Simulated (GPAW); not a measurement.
The system is SiNi3.

```xyz
4
Lattice="3.5420 0.0000 0.0000 0.0000 3.5420 0.0000 0.0000 0.0000 3.5420" Properties=species:S:1:pos:R:3 pbc="T T T"
Ni    1.7710    1.7710    0.0000
Ni    1.7710    0.0000    1.7710
Ni    0.0000    1.7710    1.7710
Si    0.0000    0.0000    0.0000
```

```yaml
Program: GPAW 26.7.0
Task: relaxation of cell and atoms
Functional: PBEsol
Dispersion: D4
Potentials_or_basis: PAW data sets generated in the run's folder for this functional
Cutoff: 600 eV
Basis: pw
k_mesh: 6 × 6 × 6
Occupations: fermi-dirac, width 0.05 eV
Spin: collinear spin, ferromagnetic start
Starting_moments: "[1.0, 1.0, 1.0, 0.0] μB"
```

At the start: pressure -15.6 GPa; volume 11.11 Å³/atom.

**Question.** How do energy, volume and symmetry change on relaxing?

**Answer.** Over 4 steps the energy falls by 40.7 meV/atom and the volume is 10.33 Å³/atom (-7.0 %); space group Pm-3m (No. 221, to 0.05 Å); moment 0.00 μB per cell.

The path:
```tsv
step	energy change (eV)	largest force (eV/Å)	pressure (GPa)	volume (Å³)
1	0.0000	0.0000	-15.57	44.44
2	-0.0465	0.0000	-13.47	43.93
3	-0.1614	0.0000	1.76	41.03
4	-0.1630	0.0000	-0.15	41.33
```

Final structure:
```
CELL_PARAMETERS angstrom
3.45752 0.00000 0.00000
0.00000 3.45752 0.00000
0.00000 0.00000 3.45752
ATOMIC_POSITIONS crystal
Ni 0.50000 0.50000 0.00000
Ni 0.50000 0.00000 0.50000
Ni 0.00000 0.50000 0.50000
Si 0.00000 0.00000 0.00000
```

Caveat: each step starts from the last one's moments, so a moment once lost doesn't come back; the stock nickel data set gives pressures a few GPa off other programs; later steps reuse the first step's grids; pairwise dispersion overbinds metals, which lowers pressure and volume.
